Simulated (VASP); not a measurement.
GaAs:

```
Ga As
1.0
     0.00000    2.82685    2.82685
     2.82685    0.00000    2.82685
     2.82685    2.82685    0.00000
Ga As
1 1
Direct
  0.00000 0.00000 0.00000
  0.25000 0.25000 0.25000
```

Base run:

| Quantity | Value |
| --- | --- |
| Program | VASP 6.6.1 |
| Functional | PBE |
| Potentials or basis | VASP PAW PBE potentials, release 64 (Ga_d, As) |
| Cutoff | 520 eV |
| k mesh | 7 × 7 × 7 |
| Occupations | fermi-dirac, width 0.02 eV |
| Spin | no spin polarisation |

Its results: band gap on the k mesh 0.52 eV, direct; pressure 3.4 GPa.

Question: The run is repeated on the same cell with these changes: functional from PBE to r2SCAN. What comes out?

Answer: Band gap on the k mesh 1.00 eV, direct; pressure 0.6 GPa.

r2SCAN gives the wider gap, since meta-GGAs in the generalised Kohn-Sham scheme recover part of the derivative discontinuity.

Caveats: an odd mesh through Γ misses points on the zone boundary, where band edges often lie; the PAW data sets were made with another functional, which shifts forces and pressure a little (some runs).

Not every run made on this cell is shown here.
